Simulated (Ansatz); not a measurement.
# Sc (P-1) in Ansatz: convergence with xc grid

Aim: find how far xc grid must go before the results for Sc settle, at PBE. This setting moves, with any that are tied to it; all else stays.

Everything below comes from runs of Ansatz 0.2.0. Logs are shortened: lines on timing, memory, paths and dates and some standing lists are left out, and cuts for length are marked.

## (1) The structure

The typed cell holds 1 atom: a = 3.202 Å, b = 3.216 Å, c = 3.226 Å, α = 61.44°, β = 61.31°, γ = 62.16°.

This isn't the form of Sc at room conditions, which is hcp.

## (2) With xc grid 1

input.yaml reads:

```yaml
crystal:
  lattice:
    - [3.2019616822, 0.0, 0.0]
    - [1.5021078373, 2.8441406042, 0.0]
    - [1.5489936237, 0.926446803, 2.6741812389]
  atoms:
    - { symbol: Sc, position: [0.0, 0.0, 0.0] }
kpoints:
  mp_grid: { grid: [10, 10, 10] }
scf:
  occupations: { method: fermi_dirac, width: 0.05 }
hamiltonian:
  xc: pbe
  pseudopotentials: { kind: all_electron, lapw: { basis_error: 0.001 } }
output:
  forces: true
  stress: true
  eigenvalues: true
basis:
  xc_grid: 1
```

Potentials or basis: all-electron LAPW, scalar-relativistic.

Run with:

```bash
ansatz run input.yaml --threads 1 --pin off --max-ram 3072MiB --backend cpu --events-out ev --progress --plain --runs-dir out
```

Run time: 27 s. Hardware: 1 thread of Intel Xeon at 2.50GHz (Skylake/Cascade Lake), shared host; peak memory 0.45 GiB.

Results:

```yaml
Free_energy: -20795.5062 eV
Pressure: 0.7 GPa
Band_gap_on_the_k_mesh: none (metal or under the smearing width)
```

## (3) With xc grid 2

input.yaml, as its differences from that of step 2:

```diff
@@ -19,2 +19,2 @@
 basis:
-  xc_grid: 1
+  xc_grid: 2
```

Potentials or basis: all-electron LAPW, scalar-relativistic.

Run with:

```bash
ansatz run input.yaml --threads 1 --pin off --max-ram 3072MiB --backend cpu --events-out ev --progress --plain --runs-dir out
```

Run time: 34 s. Hardware: 1 thread of Intel Xeon at 2.50GHz (Skylake/Cascade Lake), shared host; peak memory 0.45 GiB.

Results:

```
Free energy            : -20795.5062 eV
Pressure               : 0.7 GPa
Band gap on the k mesh : none (metal or under the smearing width)
```

## (4) With xc grid 3

input.yaml, as its differences from that of step 3:

```diff
@@ -19,2 +19,2 @@
 basis:
-  xc_grid: 2
+  xc_grid: 3
```

Run with:

```bash
ansatz run input.yaml --threads 1 --pin off --max-ram 3072MiB --backend cpu --events-out ev --progress --plain --runs-dir out
```

Run time: 45 s. Hardware: 1 thread of Intel Xeon at 2.50GHz (Skylake/Cascade Lake), shared host; peak memory 0.45 GiB.

It converged, with:

```yaml
Free_energy: -20795.5062 eV
Pressure: 0.7 GPa
Band_gap_on_the_k_mesh: none (metal or under the smearing width)
```

## (5) With xc grid 4

input.yaml, as its differences from that of step 4:

```diff
@@ -19,2 +19,2 @@
 basis:
-  xc_grid: 3
+  xc_grid: 4
```

Potentials or basis: all-electron LAPW, scalar-relativistic.

Run with:

```bash
ansatz run input.yaml --threads 1 --pin off --max-ram 3072MiB --backend cpu --events-out ev --progress --plain --runs-dir out
```

Log:

```text
Warning: RAYON_NUM_THREADS=1 ignored (pool sized by the plan → 1); use --threads N
LAPW: plane waves up to 6.733 Å⁻¹, error target 1.0e-3 eV per atom; small_component_spin mean_spin; Sc in spheres of 1.601 Å, 11 of its electrons in bands, Dirac shells [] (how accurate: hamiltonian.pseudopotentials.lapw.basis_error, Limitations)
Engine: ansatz 0.2.0, x86_64-unknown-linux-gnu
Pseudopotentials: kind: all_electron
Pseudopotential: Sc, LAPW, valence charge 11, lapw/all_electron/scalar/gaussian/Sc, Koelling and Harmon's equation, gaussian nucleus
Functional definition: PBE
  parameter kappa = 0.804
  parameter beta = 0.06672455060314922
  exchange = pbe_x(kappa = kappa, mu = beta*pi^2/3)
  correlation = pbe_c(beta = beta)
Crystal: 1 atoms, lattice volume = 24.353 Å³
Basis set: ecut = 172.72973433733145 eV, 131 PW (Γ), exchange–correlation at level 4
Bands: 10, of which v1, the nominal top of the filled ones, is band 6 counted from 1 (5 counted from 0)
Symmetry: 2 space group operations
Space group: P-1 (ITA 2), of the structure as read, at distance tolerance 2.9e-5 Å
k-points: 504 of 1000
Non-local potential: Sc, projectors of the file, none
Initial density: superposition of atomic densities (chi_scale 0.1, normalization cell)
Initial wavefunctions: plane waves of lowest kinetic energy (no species holds an atomic orbital)
Functional: x = pbe(κ = 0.804, μ = 0.2195149727645171), c = pbe(β = 0.06672455060314922)
iter 1 solved again at ethr=2.84e-4 eV; its pass at ethr=1.00e-1 eV (dr2=3.13e-2 eV) is discarded
SCF iter   1: F=—  HF=-20795.548986 eV  |F-HF|=—  |Δ(HF+E_count)|=         —  Δρ=1.13e-2  dr2=3.15e-2  ethr=2.84e-4  ⟨swp⟩=3.0  Hψ=37918  notcnv=0
preconditioner: auto → none  [metal: Δε(μ)=0.007 eV  Ē_g=4.129 eV  σ=0.050 eV  W_gap=0.03  n_scr=6 (ndim 8)  ℏωp=13.0 eV  f_vac=0.000  D(μ)=2.15/eV (n_scr^D=26)  sad-step TF]
SCF iter   2: F=—  HF=-20795.505630 eV  |F-HF|=—  |Δ(HF+E_count)|=   4.34e-2  Δρ=4.80e-3  dr2=6.50e-3  ethr=2.84e-4  ⟨swp⟩=2.0  Hψ=16613  notcnv=0
SCF iter   3: F=—  HF=-20795.505864 eV  |F-HF|=—  |Δ(HF+E_count)|=   2.34e-4  Δρ=2.42e-3  dr2=1.59e-3  ethr=5.91e-5  ⟨swp⟩=2.0  Hψ=14572  notcnv=0
iter 4 solved again at ethr=3.26e-8 eV; its pass at ethr=1.45e-5 eV (dr2=3.59e-6 eV) is discarded
SCF iter   4: F=—  HF=-20795.506185 eV  |F-HF|=—  |Δ(HF+E_count)|=   3.21e-4  Δρ=1.28e-4  dr2=3.59e-6  ethr=3.26e-8  ⟨swp⟩=2.8  Hψ=25151  notcnv=0
SCF iter   5: F=—  HF=-20795.506186 eV  |F-HF|=—  |Δ(HF+E_count)|=   1.39e-6  Δρ=1.33e-5  dr2=3.38e-8  ethr=3.26e-8  ⟨swp⟩=2.8  Hψ=15113  notcnv=0
SCF iter   6: F=-20795.506186 eV  HF=-20795.506186 eV  |F-HF|=3.64e-12  |Δ(HF+E_count)|=   2.56e-8  Δρ=8.61e-7  dr2=1.96e-10  ethr=3.08e-10  ⟨swp⟩=2.6  Hψ=14982  notcnv=0
SCF 1 converged in 6 iterations: F = -20795.506186 eV  dr2 = 1.96e-10
SCF converged after 6 iterations
Free energy (F): -20795.506186 eV
Harris-Foulkes:  -20795.506186 eV  (|F-HF|=3.64e-12)
Internal energy: -20795.488297 eV  (E = F + TS)
E sigma→0 (E₀):  -20795.497242 eV
Entropy (-TS):   -0.017889 eV (-17.889 meV/atom)
Fermi energy:    9.764101 eV
--- Per-component energies (eV) ---
  E_band       = -163.179341
  E_kinetic    = 20976.946454
  E_xc         = -1063.538499
  E_electrostatic = -40708.896252  (all electrons and nuclei)
  E_smearing   = -0.017889  (= −TS)
  E_closure    = 0.000000  (closes the sum)
  E_atoms      = -20790.993794  (free atoms, spherical and without spin; not in F)
  Σ components = -20795.506186   (vs F -20795.506186, Δ=0.00e0)
  Basis errors (estimates in eV, not in F): energy 7.4e-5 per atom: plane waves 6.3e-5 (3.3e-5 summed), levels above the bands 2.2e-57, relativity 8.3e-9, radial functions 1.2e-5, core shells 6.9e-9; eigenvalues (radial functions only) 8.1e-7; not estimated: angular momenta, meshes, grids; target (lapw.basis_error) 1.0e-3; muffin-tin radii Sc 1.601 Å
--- Forces (eV/Å), atoms counted from 1 ---
  atom   1  Sc     0.00000000     0.00000000     0.00000000
  max |Σ_I F_I| component: 0.00e0 eV/Å
--- Stress (GPa, compression-positive) ---
        1.685614       0.991227       0.515384
        0.991227       0.273481       0.423218
        0.515384       0.423218       0.269027
  P = ⅓ Tr σ = 0.7427 GPa (7.427 kbar)
--- Band table (eV; the first three rows and the last of 504) ---
  k-point 0: bands = ["-39.6394", "-18.0508", "-18.0485", "-18.0313", "4.5634", "11.2097", "11.2893", "11.5791", "12.7221", "12.8263"]
  k-point 1: bands = ["-39.6338", "-18.0869", "-18.0543", "-18.0388", "4.8134", "11.1184", "11.2850", "11.6630", "12.6704", "12.7686"]
  k-point 2: bands = ["-39.6188", "-18.1889", "-18.0662", "-18.0529", "5.5200", "10.7037", "11.3766", "11.8066", "12.6744", "12.7551"]
  k-point 503: bands = ["-39.5674", "-18.4774", "-18.1195", "-18.1112", "8.0640", "10.2697", "11.1189", "11.2521", "13.6988", "13.7424"]
```

It took 27 s on 1 thread of Intel Xeon at 2.50GHz (Skylake/Cascade Lake), shared host; peak memory 0.45 GiB.

What came out:

- Free energy: -20795.5062 eV
- Pressure: 0.7 GPa
- Band gap on the k mesh: none (metal or under the smearing width)

## (6) The series at a glance

```tsv
xc grid	energy less the tightest run, at zero smearing (meV/atom)	SCF cycles	CPU time (s)	peak memory (GiB)
1	0.00	6	27	0.45
2	0.00	6	34	0.45
3	0.00	6	45	0.45
4	0.00	6	27	0.45
```

Against the tightest run, the energy stays within 1 meV/atom from 1 on. The tightest run that finished is the yardstick and may itself not be fully converged.
